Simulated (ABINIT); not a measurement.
# Quasiparticle gap of CaO (Lime) in ABINIT, part 3 of 3

Aim: the G0W0 gap of CaO (Lime) on PBE, step by step.

ABINIT 10.8.3; PBE and many-body steps on it, plane waves. Known limits of the many-body steps: not at the basis limit.

So far. Step 4 (Empty states on the mesh, 6×6×6 mesh, 222 bands): On this mesh the gap is 3.662 eV. Step 5 (Screening, 6×6×6 mesh, 214 bands, screening to 261.2 eV): Local fields lower ε∞ by 9 %.

## (6) Self-energy, 6×6×6 mesh, 214 bands, screening to 261.2 eV

The self-energy is evaluated for the states that the input lists, and the levels follow from it, in one-shot runs by the linearised quasiparticle equation.

This step: G0W0 on PBE, plane waves, norm-conserving pseudopotentials.

The input, run.abi:

```
acell 3*1.0 Angstrom
rprim 
  -0.000000000000 2.406500000000 2.406500000000
  2.406500000000 -0.000000000000 2.406500000000
  2.406500000000 2.406500000000 -0.000000000000
ntypat 2
znucl 20 8
natom 2
typat 1 2
xred 
  0.000000000000 0.000000000000 0.000000000000
  0.500000000000 0.500000000000 0.500000000000
pp_dirpath "pseudos"
pseudos "Ca.upf, O.upf"
ecut 36
ngkpt 6 6 6
nshiftk 1
shiftk 0 0 0
kptopt 1
chksymbreak 0
istwfk *1
occopt 1
irdwfk 1
optdriver 4
nband 214
gwcalctyp 0
ecutsigx 36
symsigma 1
nkptgw 2
kptgw 
  0.0000000000 0.0000000000 0.0000000000
  0.5000000000 0.5000000000 0.0000000000
bdgw 
  6 12
  7 10
ecuteps 9.6
irdscr 1
ppmodel 1
indata_prefix "in"
outdata_prefix "out"
tmpdata_prefix "tmp"
```

On the command line:

```sh
OMP_NUM_THREADS=1 mpirun -n 8 abinit run.abi > log
```

Numbers of over 12 decimals in the logs are rounded to 6 here.

What it wrote:

```text
.Version 10.8.3 of ABINIT. v10.8.2 released Aug 2026.

 Symmetries : space group Fm -3 m (#225); Bravais cF (face-center cubic)
[... echo of the input left out ...]
== DATASET  1 ==================================================================
-   mpi_nproc: 8, omp_nthreads: 1 (-1 if OMP is not activated)

--- !DatasetInfo
iteration_state: {dtset: 1, }
dimensions: {natom: 2, nkpt: 16, mband: 214, nsppol: 1, nspinor: 1, nspden: 1, mpw: 1964, }
cutoff_energies: {ecut:  36.0, pawecutdg:  -1.0, }
electrons: {nelect:   1.60000000E+01, charge:   0.00000000E+00, occopt:   1.00000000E+00, tsmear:   1.00000000E-02, }

 SIGMA: Calculation of the GW corrections

 Based on a program developped by R.W. Godby, V. Olevano, G. Onida, and L. Reining.
 Incorporated in ABINIT by V. Olevano, G.-M. Rignanese, and M. Torrent.
.Using double precision arithmetic ; gwpc =  8

[... cell and pseudopotentials left out ...]
--------------------------------------------------------------------------------

 ==== K-mesh for the wavefunctions ====
 Number of points in the irreducible wedge :    16
[... list of points left out ...]
 Together with 48 symmetry operations and time-reversal symmetry
 yields   216 points in the full Brillouin Zone.

 ==== Q-mesh for screening function ====
 Number of points in the irreducible wedge :    16
[... list of points left out ...]
 Together with 48 symmetry operations and time-reversal symmetry
 yields   216 points in the full Brillouin Zone.

 vcoul_init : cutoff-mode = AUXILIARY_FUNCTION
 q-points for optical limit:   1
     1)      0.000010    0.000020    0.000030
 setmesh: FFT mesh size selected  =    36x   36x   36
          total number of points  =        46656

 Number of electrons calculated from density =   16.0000; Expected =   16.0000
 average of density, n =  0.085062
 r_s =    1.4106
 omega_plasma =   28.1335 [eV]

 === KS Band Gaps ===
  >>>> For spin  1
   Minimum direct gap =   4.0368 [eV], located at k-point      :   0.5000  0.5000  0.0000
   Fundamental gap    =   3.6624 [eV], Top of valence bands at :   0.0000  0.0000  0.0000
                                       Bottom of conduction at :   0.5000  0.5000  0.0000
 SIGMA fundamental parameters:
 PLASMON POLE MODEL  1
 number of plane-waves for SigmaX                 1917
 number of plane-waves for SigmaC and W            283
 number of plane-waves for wavefunctions          1917
 number of bands                                   214
 number of independent spin polarizations            1
 number of spinorial components                      1
 number of k-points in IBZ                          16
 number of q-points in IBZ                          16
 number of symmetry operations                      48
 number of k-points in BZ                          216
 number of q-points in BZ                          216
 number of frequencies for dSigma/dE                 9
 frequency step for dSigma/dE [eV]                0.25
 number of omega for Sigma on real axis              0
 max omega for Sigma on real axis  [eV]           0.00
 zcut for avoiding poles [eV]                     0.10

 EPSILON^-1 parameters (SCR file):
 dimension of the eps^-1 matrix on file            283
 dimension of the eps^-1 matrix used               283
 number of plane-waves for wavefunctions          1917
 number of bands                                   214
 number of q-points in IBZ                          16
 number of frequencies                               2
 number of real frequencies                          1
 number of imag frequencies                          1

 matrix elements of self-energy operator (all in [eV])

 Perturbative Calculation

--- !SelfEnergy_ee
iteration_state: {dtset: 1, }
kpoint     : [   0.000,    0.000,    0.000, ]
spin       : 1
KS_gap     :    4.714
QP_gap     :    6.276
Delta_QP_KS:    1.562
data: !SigmaeeData |
     Band     E0 <VxcDFT>   SigX SigC(E0)      Z dSigC/dE  Sig(E)    E-E0       E
        6   5.064 -19.387 -24.633   3.827   0.779  -0.284 -20.493  -1.105   3.959
        7   5.064 -19.387 -24.633   3.827   0.779  -0.284 -20.493  -1.105   3.959
        8   5.064 -19.387 -24.633   3.827   0.779  -0.284 -20.493  -1.105   3.959
        9   9.779 -10.893  -6.430  -3.921   0.844  -0.185 -10.436   0.457  10.236
       10  11.292 -13.900  -7.002  -4.843   0.842  -0.188 -12.171   1.729  13.021
       11  11.292 -13.900  -7.002  -4.843   0.842  -0.188 -12.171   1.729  13.021
       12  11.292 -13.900  -7.002  -4.843   0.842  -0.188 -12.171   1.729  13.021

--- !SelfEnergy_ee
iteration_state: {dtset: 1, }
kpoint     : [   0.500,    0.500,    0.000, ]
spin       : 1
KS_gap     :    4.037
QP_gap     :    6.342
Delta_QP_KS:    2.305
data: !SigmaeeData |
     Band     E0 <VxcDFT>   SigX SigC(E0)      Z dSigC/dE  Sig(E)    E-E0       E
        7   4.690 -18.916 -24.314   3.844   0.777  -0.286 -20.124  -1.208   3.482
        8   4.690 -18.916 -24.314   3.844   0.777  -0.286 -20.124  -1.208   3.482
        9   8.727 -11.430  -5.899  -4.240   0.850  -0.177 -10.332   1.097   9.824
       10  13.087 -16.112  -8.832  -4.969   0.832  -0.201 -14.188   1.924  15.011

== END DATASET(S) ==============================================================
================================================================================

 -outvars: echo values of variables after computation  --------
           etotal      0.0000000000E+00
            nband         214
             nkpt          16
          spgroup         225
 [... the other variables as echoed above ...]

 Calculation completed.
```

Elapsed: 22 s, on 8 MPI ranks of Arm Neoverse V2, shared host; peak memory 2.5 GiB; 2.9 min of CPU time.

Numbers from this step:

| Quantity | Value |
| --- | --- |
| G0W0 gap on the points computed | 5.865 eV |
| starting gap on the mesh | 3.662 eV |
| k of the valence top | 0, 0, 0 |
| k of the conduction bottom | 0.5, 0.5, 0 |
| Z at the valence top | 0.779 |
| Z at the conduction bottom | 0.85 |
| least direct G0W0 gap on the computed points | 6.277 eV |

The gap on the mesh goes from 3.66 eV to 5.87 eV, a correction of +2.20 eV.

Limits: finite bands, cutoff and mesh. v1 is the top filled band, c1 the lowest empty one. The levels before and after the correction (eV, zero at the valence-band top of each column):

|  | conduction bottom | valence top |
| --- | --- | --- |
| Kohn-Sham | 3.66 | 0.00 |
| G0W0 | 5.87 | 0.00 |

|  | level | energy (eV) |
| --- | --- | --- |
| Kohn-Sham | Γ v3-v1 | 0.000 |
| Kohn-Sham | Γ c1 | 4.714 |
| Kohn-Sham | Γ c2-c4 | 6.228 |
| Kohn-Sham | (0.5 0.5 0) v2-v1 | -0.374 |
| Kohn-Sham | (0.5 0.5 0) c1 | 3.662 |
| Kohn-Sham | (0.5 0.5 0) c2 | 8.023 |
| G0W0 | Γ v3-v1 | 0.000 |
| G0W0 | Γ c1 | 6.277 |
| G0W0 | Γ c2-c4 | 9.062 |
| G0W0 | (0.5 0.5 0) v2-v1 | -0.477 |
| G0W0 | (0.5 0.5 0) c1 | 5.865 |
| G0W0 | (0.5 0.5 0) c2 | 11.052 |

## (7) Where the time went

Times are wall times on 8 MPI ranks of Arm Neoverse V2, shared host, good to a factor of about two.

```csv
step,time,share,memory (GiB)
ground state,4.7 s,3 %,0.52
bands along the symmetry lines,4.3 s,3 %,0.47
empty states on the mesh,13 s,8 %,2.1
screening,1.9 min,72 %,2.4
self-energy,22 s,14 %,2.5
```

## (8) What came out

- PBE gap: 3.66 eV, indirect
- G0W0 gap on the mesh: 5.87 eV
- GW settings: 6×6×6 mesh, 214 bands, screening to 261.2 eV, Godby-Needs plasmon pole
- known limits: not at the basis limit

In words: G0W0 moves the gap on the mesh from 3.66 eV to 5.87 eV (+2.20 eV), with Z of 0.78 and 0.85 at the edges. Local fields lower the RPA ε∞ on this mesh from 3.92 to 3.57. Only 2 of the mesh's irreducible points were corrected, so a valley elsewhere could overtake. The dearest step here is «screening». Bands and cutoff are finite, so the gap is not at the basis limit. The miss can reach some tenths of an eV and take either sign; the mesh is an error of its own. In the G0W0 run levels were corrected at 2 k points alone, so a gap called «on the mesh» is the least over those, and an edge elsewhere would be missed.

[Paths, hosts, dates, memory and timing lines, banners, echoed tables and standing remarks are left out of the program output.]

[Logs are printed without paths, hosts, clocks, repeated set-up lines and the standing remarks that a program may print on its own settings, such as how far it seeks lower states.]

[Runs of the session that timed out or met a known fault of the program may be left out.]

[Hosts, paths, dates, database ids (printed as entryN), source tags and the programs' standing remarks are cut or masked in the printed files.]

[G0W0 gaps are taken among the corrected bands and points alone; a level outside them can change the order at an edge.]

[Where Ansatz stands beside ABINIT at settings called matched, ABINIT's density can come from a denser mesh and the files from another edition; pairs whose starting gaps differed by over 0.03 eV were left out, so agreement reads better than it is.]
